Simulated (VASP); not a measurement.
# RbBr (Pm-3m) in VASP: a series of runs

Runs on RbBr. Level: r2SCAN. Tasks: single point.

Everything below comes from runs of VASP 6.6.1. Logs are shortened: lines on timing, memory, paths and dates and some standing lists are left out, and cuts for length are marked.

## (1) Starting point

Symmetry: Pm-3m, No. 221, cubic system. Conventional cell: a = 4.126 Å, b = 4.126 Å, c = 4.126 Å, α = 90.00°, β = 90.00°, γ = 90.00°. Around Rb (site symmetry m-3m) lie 8 Br at 3.57 Å. Br (site symmetry m-3m) has 8 Rb at 3.57 Å as nearest neighbours.

The cell comes from a database or a generator and needn't be the stable form of this composition.

## (2) Single point, r2SCAN

INCAR

```
PREC     = Accurate       # precision mode
ENCUT    = 250            # plane-wave cutoff, eV
EDIFF    = 1E-6           # SCF threshold, eV
ISMEAR   = 0              # smearing method
SIGMA    = 0.05           # smearing width, eV
LREAL    = F              # projectors in reciprocal space
LASPH    = T              # aspherical terms in the spheres
NELM     = 100            # most SCF steps
ALGO     = Normal         # electronic algorithm
ISIF     = 2              # what is computed and relaxed
LWAVE    = F              # write WAVECAR
LCHARG   = F              # write CHGCAR
METAGGA  = R2SCAN         # meta-GGA
LMIXTAU  = T            
ADDGRID  = F
```

KPOINTS

```
Automatic mesh
0
Gamma
  8 8 8
```

POSCAR

```
RbBr
1.0
    4.1260773000      0.0000000000      0.0000000000
    0.0000000000      4.1260773000      0.0000000000
    0.0000000000      0.0000000000      4.1260773000
Rb Br
1 1
Direct
    0.0000000000      0.0000000000      0.0000000000
    0.5000000000      0.5000000000      0.5000000000
```

Potentials or basis: VASP PAW PBE potentials, release 64 (Rb_sv, Br).

Command:

```
cat potpaw_PBE.64/Rb_sv/POTCAR potpaw_PBE.64/Br/POTCAR > POTCAR
mpirun -np 1 vasp_std > vasp.out
```

OUTCAR:

```text
PREC = Accurate
   ENCUT = 250
   EDIFF = 1E-6
   ISMEAR = 0
   LREAL = F
   LASPH = T
   NELM = 100
   ISIF = 2
   METAGGA = R2SCAN

 Found     35 irreducible k-points:

 Following reciprocal coordinates:
            Coordinates               Weight
  0.000000  0.000000  0.000000      1.000000
  0.125000  0.000000  0.000000      6.000000
  0.250000  0.000000  0.000000      6.000000
  0.375000  0.000000  0.000000      6.000000
  0.500000  0.000000  0.000000      3.000000
  0.125000  0.125000  0.000000     12.000000
   k-points           NKPTS =     35   k-points in BZ     NKDIM =     35   number of bands    NBANDS=     12
   number of dos      NEDOS =    301   number of ions     NIONS =      2
   total plane-waves  NPLWV =  13824
   dimension x,y,z NGX =    24 NGY =   24 NGZ =   24
   dimension x,y,z NGXF=    48 NGYF=   48 NGZF=   48
   ions per type =               1   1
   NGX,Y,Z   is equivalent  to a cutoff of   9.67,  9.67,  9.67 a.u.
   NGXF,Y,Z  is equivalent  to a cutoff of  19.34, 19.34, 19.34 a.u.
 SYSTEM =  unknown system
   PREC   = accura    normal or accurate (medium, high low for compatibility)
   ISTART =      0    job   : 0-new  1-cont  2-samecut
   ICHARG =      2    charge: 1-file 2-atom 10-const
   ISPIN  =      1    spin polarized calculation?
   LNONCOLLINEAR =      F non collinear calculations
   LSORBIT =      F    spin-orbit coupling
   LASPH  =      T    aspherical Exc in radial PAW
   ENCUT  =  250.0 eV  18.37 Ry    4.29 a.u.   5.32  5.32  5.32*2*pi/ulx,y,z
   NELM   =    100;   NELMIN=  2; NELMDL= -5     # of ELM steps
   EDIFF  = 0.1E-05   stopping-criterion for ELM
   LREAL  =      F    real-space projection
   EDIFFG = 0.1E-04   stopping-criterion for IOM
   NSW    =      0    number of steps for IOM
   IBRION =     -1    ionic relax: 0-MD 1-quasi-New 2-CG
   NFREE  =      0    steps in history (QN), initial steepest desc. (CG)
   ISIF   =      2    stress and relaxation
   ISYM   =      2    0-nonsym 1-usesym 2-fastsym
   POTIM  = 0.5000    time-step for ionic-motion
   TEBEG  =    0.0;   TEEND  =   0.0 temperature during run
   PSTRESS=    0.0 pullay stress
   NELECT =      16.0000    total number of electrons
   NUPDOWN=      -1.0000    fix difference up-down
   EMIN   =  10.00;   EMAX   =-10.00  energy-range for DOS
   EFERMI =   0.00;   METHOD = LEGACY
   ISMEAR =     0;   SIGMA  =   0.05  broadening in eV -4-tet -1-fermi 0-gaus
   EFERMI_NEDOS =   21; number of points for ismear=-14 and -15
   IALGO  =     38    algorithm
   IMIX   =      4    mixing-type and parameters
     AMIX     =   0.40;   BMIX     =  1.00
     AMIX_MAG =   1.60;   BMIX_MAG =  1.00
  volume/ion in A,a.u.               =      35.12       237.02
  Fermi-wavevector in a.u.,A,eV,Ry     =   0.999795  1.889338 13.600238  0.999589
  Thomas-Fermi vector in A             =   2.132108
   LORBIT       =      0    0 simple, 1 ext, 2 COOP (PROOUT), +10 PAW based schemes
   METAGGA = R2SCAN    functional components
   LHFCALC =     F    Hartree Fock is set to
   AEXX    =    0.0000 exact exchange contribution
   IVDW    =     0    specifies the selected vdW correction
   LEPSILON=     F    determine dielectric tensor
   LRPA    =     F    only Hartree local field effects (RPA)
 non-spin polarized calculation
 Gauss-broadening in eV      SIGMA  =   0.05
  energy-cutoff  :      250.00
  volume of cell :       70.24
 maximum number of plane-waves:       647
 NGX is ok and might be reduce to    24
   NGX = 11   NGY = 11   NGZ = 11

 number of electron      16.0000017 magnetization

 Free energy of the ion-electron system (eV)
  ---------------------------------------------------
  ext. energy  EPLUGINS =         0.00000000
  ---------------------------------------------------
  free energy    TOTEN  =       -31.11226102 eV

  energy without entropy =      -31.11226102  energy(sigma->0) =      -31.11226102

 E-fermi :  -0.8280     XC(G=0):  -8.3247

 val. band max:       -1.0481155665   @ k =   0.5000   0.5000   0.0000
 cond. band min:       3.7868465979   @ k =   0.0000   0.0000   0.0000
 fundamental gap:      4.8349621644
 Fermi energy:        -0.8280463667

 k-point     1 :       0.0000    0.0000    0.0000
  band No.  band energies     occupation
      1     -26.9355      2.00000
      2     -14.1067      2.00000
      3     -10.3760      2.00000
      4     -10.3760      2.00000
      5     -10.3760      2.00000
      6      -1.2021      2.00000
      7      -1.2021      2.00000
      8      -1.2021      2.00000
      9       3.7868      0.00000
     10       5.0659      0.00000
     11       5.0659      0.00000
     12       9.6744      0.00000

 k-point     2 :       0.1250    0.0000    0.0000
  band No.  band energies     occupation
      1     -26.9325      2.00000
      2     -14.1050      2.00000
      3     -10.3970      2.00000
      4     -10.3693      2.00000
      5     -10.3693      2.00000
      6      -1.4960      2.00000
      7      -1.2120      2.00000
      8      -1.2120      2.00000
      9       4.1698      0.00000
     10       5.1874      0.00000
     11       5.4226      0.00000
     12       9.5864      0.00000

 k-point     3 :       0.2500    0.0000    0.0000
  band No.  band energies     occupation
      1     -26.9252      2.00000
      2     -14.1021      2.00000
      3     -10.4431      2.00000
      4     -10.3527      2.00000
      5     -10.3527      2.00000
      6      -2.0842      2.00000
      7      -1.2363      2.00000
      8      -1.2363      2.00000
      9       5.0573      0.00000
     10       5.5397      0.00000
     11       6.3181      0.00000
     12       9.4665      0.00000

 k-point     4 :       0.3750    0.0000    0.0000
  band No.  band energies     occupation
      1     -26.9177      2.00000
      2     -14.1005      2.00000
      3     -10.4833      2.00000
      4     -10.3358      2.00000
      5     -10.3358      2.00000
      6      -2.5698      2.00000
      7      -1.2613      2.00000
      8      -1.2613      2.00000
      9       6.0573      0.00000
     10       6.1001      0.00000
     11       7.1645      0.00000
     12       8.9010      0.00000

 k-point     5 :       0.5000    0.0000    0.0000
  band No.  band energies     occupation
      1     -26.9147      2.00000
      2     -14.1003      2.00000
      3     -10.4984      2.00000
      4     -10.3289      2.00000
      5     -10.3289      2.00000
      6      -2.7514      2.00000
      7      -1.2722      2.00000
      8      -1.2722      2.00000
      9       6.4041      0.00000
     10       6.7603      0.00000
     11       7.3208      0.00000
     12       8.3115      0.00000

 k-point     6 :       0.1250    0.1250    0.0000
  band No.  band energies     occupation
      1     -26.9295      2.00000
      2     -14.0998      2.00000
      3     -10.4220      2.00000
      4     -10.3673      2.00000
      5     -10.3627      2.00000
      6      -1.5802      2.00000
      7      -1.3804      2.00000
      8      -1.2156      2.00000
      9       4.4974      0.00000
     10       5.4103      0.00000
     11       5.6508      0.00000
     12       9.2392      0.00000

 [... further k-points ...]

------------------------ aborting loop because EDIFF is reached ----------------------------------------

  FORCE on cell =-STRESS in cart. coord.  units (eV):
  Direction    XX          YY          ZZ          XY          YZ          ZX
  --------------------------------------------------------------------------------------
  -------------------------------------------------------------------------------------
  Total       -0.0443646     -0.0443646     -0.0443646     -0.0000000     -0.0000000      0.0000000
  in kB       -1.0118948     -1.0118948     -1.0118948     -0.0000000     -0.0000000      0.0000000
  external PRESSURE =      -1.0118948 kB  Pullay stress =       0.0000000 kB

 VOLUME and BASIS-vectors are now :
 -----------------------------------------------------------------------------
  energy-cutoff  :      250.00
  volume of cell :       70.24
      direct lattice vectors                 reciprocal lattice vectors
     4.126077300  0.000000000  0.000000000     0.242360947  0.000000000  0.000000000
     0.000000000  4.126077300  0.000000000     0.000000000  0.242360947  0.000000000
     0.000000000  0.000000000  4.126077300     0.000000000  0.000000000  0.242360947

 POSITION                                       TOTAL-FORCE (eV/Angst)
 -----------------------------------------------------------------------------------
      0.00000      0.00000      0.00000         0.000000      0.000000      0.000000
      2.06304      2.06304      2.06304         0.000000      0.000000      0.000000
 -----------------------------------------------------------------------------------
    total drift:                                0.000000      0.000000     -0.000000

  FREE ENERGIE OF THE ION-ELECTRON SYSTEM (eV)
  ---------------------------------------------------
  free  energy   TOTEN  =       -31.1122610205 eV

  energy  without entropy=      -31.1122610205  energy(sigma->0) =      -31.11226102
```

Run time: 20 s. Hardware: 1 thread of Intel Xeon 6975P-C (Granite Rapids), shared host; peak memory 0.14 GiB.

These settings aren't checked as converged: the numbers below hold their error.

What came out:

```yaml
Free_energy: -31.1123 eV
Band_gap_on_the_k_mesh: 4.83 eV, indirect (least direct gap 4.99 eV)
```

Caveat: the cutoff is under 1.25 times the usual one of these potentials, so pressure, stress and relaxed cells hold a basis-set (Pulay) error; the PAW data sets were made with another functional, which shifts forces and pressure a little.

(Continued in part 2 of 2.)
